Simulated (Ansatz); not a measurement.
Crystal: MnAs.

```
As Mn
1.0
     3.71000    0.00000    0.00000
    -1.85500    3.21295    0.00000
     0.00000    0.00000    5.69100
As Mn
2 2
Direct
  0.66667 0.33333 0.75000
  0.33333 0.66667 0.25000
  0.00000 0.00000 0.50000
  0.00000 0.00000 0.00000
```

* Program: Ansatz 0.2.0
* Task: relaxation of cell and atoms
* Functional: revPBE
* Dispersion: D4
* Potentials or basis: Ansatz PAW
* Cutoff: 420 eV (not typed: the program's choice for these potentials)
* k mesh: 8 × 8 × 5
* Occupations: fermi-dirac, width 0.05 eV
* Spin: collinear spin, ferromagnetic start
* Starting moments: [0.0, 0.0, 4.0, 4.0] μB

At the start: volume 16.96 Å³/atom.

Q: How do energy, volume and symmetry change on relaxing?

A: It ends after 7 steps and the volume is 15.04 Å³/atom (-11.3 %); space group P6_3/mmc (No. 194, to 0.05 Å); moment 5.27 μB per cell.

Step by step:
```csv
step,energy change (eV),largest force (eV/Å),volume (Å³)
1,0.0000,0.0000,67.84
2,-0.1634,0.0000,63.33
3,-0.1910,0.0000,58.29
4,-0.2085,0.0000,60.41
5,-0.2094,0.0000,60.21
6,-0.2094,0.0000,60.18
7,-0.2069,0.0000,60.18
```

Final structure:
```
As Mn
1.0
     3.57347    0.00000    0.00000
    -1.78674    3.09472    0.00000
     0.00000    0.00000    5.44155
As Mn
2 2
Direct
  0.66667 0.33333 0.75000
  0.33333 0.66667 0.25000
  0.00000 0.00000 0.50000
  0.00000 0.00000 0.00000
```

Caveat: the plane-wave basis is chosen anew once the cell has moved, so the energies of steps on either side of that aren't comparable; the volume moved by -11 % from the deposited cell, more than functionals usually miss; only a ferromagnetic start was run, and an antiferromagnetic order may lie lower in energy; the PAW data sets come from PBE, with cores solved anew for the run's functional, which leaves a small shift of forces and pressure.
